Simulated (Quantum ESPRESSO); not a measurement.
Crystal: Te.

```xyz
1
Lattice="2.3059 1.3313 1.6910 -2.3059 1.3313 1.6910 0.0000 -2.6626 1.6910" Properties=species:S:1:pos:R:3 pbc="T T T"
Te    0.0000    0.0000    2.5364
```

This isn't the form of Te at room conditions, which is trigonal, of chains.

- Program: Quantum ESPRESSO 7.5
- Task: single point
- Functional: PBE
- Potentials or basis: SSSP 1.3 efficiency PBE
- Cutoff: 748 eV
- Density cutoff: 5987 eV
- k mesh: 9 × 9 × 9
- Occupations: fermi-dirac, width 0.05 eV
- Spin: no spin polarisation

On this cell: pressure 2.4 GPa; band gap on the k mesh none (metal or under the smearing width).

The same run follows on a disturbed copy (cell strained at random at fixed volume):

```
Te
1.0
     2.28571    1.30841    1.72314
    -2.26423    1.29574    1.70383
    -0.00024   -2.65977    1.75728
Te
1
Cartesian
  0.0278 -0.0423 2.5897
```

Q: What does the disturbed cell give?

A: The energy (extrapolated to zero smearing) moves by -0.1 meV/atom; pressure 2.7 GPa; band gap on the k mesh none (metal or under the smearing width).

Stress tensor (GPa, compression positive):
```
 2.82 -0.17 -0.24
-0.17  2.53  0.35
-0.24  0.35  2.71
```
